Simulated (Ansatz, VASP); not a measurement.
**KBr in VASP and in Ansatz**

Contents of POSCAR:

```
KBr
1.0
    0.0000000000      3.1278750000      3.2925000000
    3.1278750000      0.0000000000      3.2925000000
    3.1278750000      3.1278750000      0.0000000000
K Br
1 1
Direct
    0.0000000000      0.0000000000      0.0000000000
    0.5000000000      0.5000000000      0.5000000000
```

File INCAR.step1:

```
SYSTEM = KBr
ALGO = Normal ; EDIFF = 1E-4
ENCUT = 520 ; GGA = PE
ISMEAR = 0 ; LASPH = .TRUE.
LCHARG = .FALSE. ; LREAL = .FALSE.
LWAVE = .TRUE. ; NBANDS = 15
NELM = 80 ; PREC = Accurate
SIGMA = 0.05
```

Contents of INCAR.step2:

```
SYSTEM = KBr
ALGO = Normal ; EDIFF = 1E-6
ENCUT = 520 ; ISIF = 2
ISMEAR = 0 ; ISTART = 1
LASPH = .TRUE. ; LCHARG = .FALSE.
LMIXTAU = .TRUE. ; LREAL = .FALSE.
LWAVE = .FALSE. ; METAGGA = R2SCAN
NBANDS = 15 ; NELM = 80
PREC = Accurate ; SIGMA = 0.05
```

KPOINTS

```
k-points
0
G
  6 6 6
  0 0 0
```

Input for Ansatz:

```yaml
crystal:
  lattice:
    - [0.0, 3.127875, 3.2925]
    - [3.127875, 0.0, 3.2925]
    - [3.127875, 3.127875, 0.0]
  atoms:
    - { symbol: K, position: [0.0, 0.0, 0.0] }
    - { symbol: Br, position: [0.5, 0.5, 0.5] }
basis:
  ecutwfc: 500
kpoints:
  mp_grid: { grid: [6, 6, 6] }
hamiltonian:
  xc: r2scan
scf:
  occupations: { method: gaussian, width: 0.05 }
output:
  forces: true
  stress: true
  eigenvalues: true
```

Change from the starting cell: strain -0.050 along x and y, +0.000 along z, atoms carried along.

Alike in both runs: task single point; functional r2SCAN; k mesh 6 × 6 × 6; occupations gaussian, width 0.05 eV; no spin polarisation.

|  | VASP | Ansatz |
| --- | --- | --- |
| version | VASP 6.6.1 | Ansatz 0.2.0 |
| potentials or method | VASP PAW PBE potentials, release 64 (K_sv, Br) | scalar-relativistic, plane waves, PAW |
| plane-wave cutoff (eV) | 520 | 500 |
| valence electrons in the cell | 16 | 16 |

VASP gave:

| Quantity | Value |
| --- | --- |
| gap on the k mesh at the Fermi level (eV) | 5.38 |
| least direct gap on the mesh (eV) | 5.38 |
| pressure (GPa) | 2.6 |
| largest component of the traceless stress (GPa) | 1.90 |

Task: Which values does Ansatz return?

Result: gap on the k mesh at the Fermi level (eV): 5.38; least direct gap on the mesh (eV): 5.38; pressure (GPa): 2.6; largest component of the traceless stress (GPa): 1.88.

Caveats: the PAW data sets were made with another functional, which shifts forces and pressure a little (VASP).
